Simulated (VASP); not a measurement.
A run of VASP 6.6.1 is set up as follows.

File INCAR:

```
PREC     = Accurate       # precision mode
ENCUT    = 300            # plane-wave cutoff, eV
EDIFF    = 1E-6           # SCF threshold, eV
ISMEAR   = 1              # smearing method
SIGMA    = 0.1            # smearing width, eV
LREAL    = False          # projectors in reciprocal space
LASPH    = True           # aspherical terms in the spheres
NELM     = 80             # most SCF steps
ALGO     = Normal         # electronic algorithm
ISIF     = 3              # what is computed and relaxed
LWAVE    = False          # write WAVECAR
LCHARG   = False          # write CHGCAR
GGA      = PE             # functional
IBRION   = 2              # ionic algorithm
NSW      = 90             # ionic steps
EDIFFG   = -0.01          # ionic threshold
```

The input KPOINTS:

```
regular mesh
0
Gamma
  6 6 4
```

The input POSCAR:

```
Te2Pt
1.0
    4.0100000000      0.0000000000      0.0000000000
   -2.0050000000      3.4727618692      0.0000000000
    0.0000000000      0.0000000000      5.2010000000
Te Pt
2 1
Direct
    0.3333333333      0.6666666667      0.2500000000
    0.6666666667      0.3333333333      0.7500000000
    0.0000000000      0.0000000000      0.0000000000
```

Potentials or basis: VASP PAW PBE potentials, release 64 (Te, Pt).

Command:

```bash
$ cat potpaw_PBE.64/Te/POTCAR potpaw_PBE.64/Pt/POTCAR > POTCAR
$ mpirun -np 1 vasp_std > vasp.out
```

(1) Predict the band gap on the k mesh.

(2) What does it give for the relaxed cell?

(3) Predict the space group after relaxing (to 0.05 Å).

## Answers

(1) none (metal or under the smearing width).

(2) a = 4.083 Å, b = 4.083 Å, c = 5.392 Å, α = 90.00°, β = 90.00°, γ = 120.00°.

(3) P-3m1 (No. 164).
